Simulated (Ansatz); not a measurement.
PbSe: strain and displacement

```
Pb Se
1.0
     0.00000    3.06215    3.06215
     3.06215    0.00000    3.06215
     3.06215    3.06215    0.00000
Pb Se
1 1
Direct
  0.00000 0.00000 0.00000
  0.50000 0.50000 0.50000
```

Atoms are numbered in the order listed.

The cell is COD entry 9008695, as deposited and not checked against the literature; nothing was relaxed.

Spin–orbit coupling is left out, though it moves levels of the heavy atoms by tenths of an eV or more.

Method: DFT, PBEsol, all-electron PAW with datasets made for the crystal, scalar-relativistic in Ansatz 0.2.0.

Sampling and basis: a Γ-centred 9×9×9 k mesh, Fermi–Dirac smearing of 0.01 eV, cutoff 240 eV (chosen by the program for this cell), no spin polarisation.

The unchanged cell is at -0.58 GPa.

x, y and z are the Cartesian axes of the cell as listed; fractional coordinates follow a strain, and an engineering shear is twice the off-diagonal strain component.

Vzz stands for the principal value of largest size of the field-gradient tensor, whatever its axis.

No spin–orbit coupling: at heavy atoms the gradients can be off by tens of per cent for that reason.

Problem. With this change (equal xy, yz and zx engineering shear strains of -2 %), what becomes of the energy and stress and field gradients?

Solution. Energy change +2 meV/atom; stress change (xx, yy, zz, yz, xz, xy) 0.00, 0.00, 0.00, 0.34, 0.34, 0.34 GPa, compression positive; Vzz in 10²¹ V/m²: Pb1 0 → 0.78 (η = 0.00), Se2 0 → -1.41 (η = 0.00).

With equal xy, yz and zx engineering shear strains of +1 %: energy change under 1 meV/atom; stress change (xx, yy, zz, yz, xz, xy) 0.00, 0.00, 0.00, -0.18, -0.18, -0.18 GPa, compression positive; Vzz in 10²¹ V/m²: Pb1 0 → -0.37 (η = 0.00), Se2 0 → 0.71 (η = 0.00).

Problem. With this change (equal xy, yz and zx engineering shear strains of +3 %), what becomes of the energy and stress and field gradients?

Solution. Energy change +4 meV/atom; stress change (xx, yy, zz, yz, xz, xy) 0.00, 0.00, 0.00, -0.56, -0.56, -0.56 GPa, compression positive; Vzz in 10²¹ V/m²: Pb1 0 → -1.06 (η = 0.00), Se2 0 → 2.13 (η = 0.00).

With equal xy, yz and zx engineering shear strains of -3 %: energy change +4 meV/atom; stress change (xx, yy, zz, yz, xz, xy) 0.00, 0.00, 0.00, 0.50, 0.50, 0.50 GPa, compression positive; Vzz in 10²¹ V/m²: Pb1 0 → 1.19 (η = 0.00), Se2 0 → -2.12 (η = 0.00).

Problem. With this change (equal xy, yz and zx engineering shear strains of -1 %), what becomes of the energy and stress and field gradients?

Solution. Energy change under 1 meV/atom; stress change (xx, yy, zz, yz, xz, xy) 0.00, 0.00, 0.00, 0.17, 0.17, 0.17 GPa, compression positive; Vzz in 10²¹ V/m²: Pb1 0 → 0.38 (η = 0.00), Se2 0 → -0.71 (η = 0.00).

Problem. With this change (equal xy, yz and zx engineering shear strains of +2 %), what becomes of the energy and stress and field gradients?

Solution. Energy change +2 meV/atom; stress change (xx, yy, zz, yz, xz, xy) 0.00, 0.00, 0.00, -0.37, -0.37, -0.37 GPa, compression positive; Vzz in 10²¹ V/m²: Pb1 0 → -0.72 (η = 0.00), Se2 0 → 1.42 (η = 0.00).
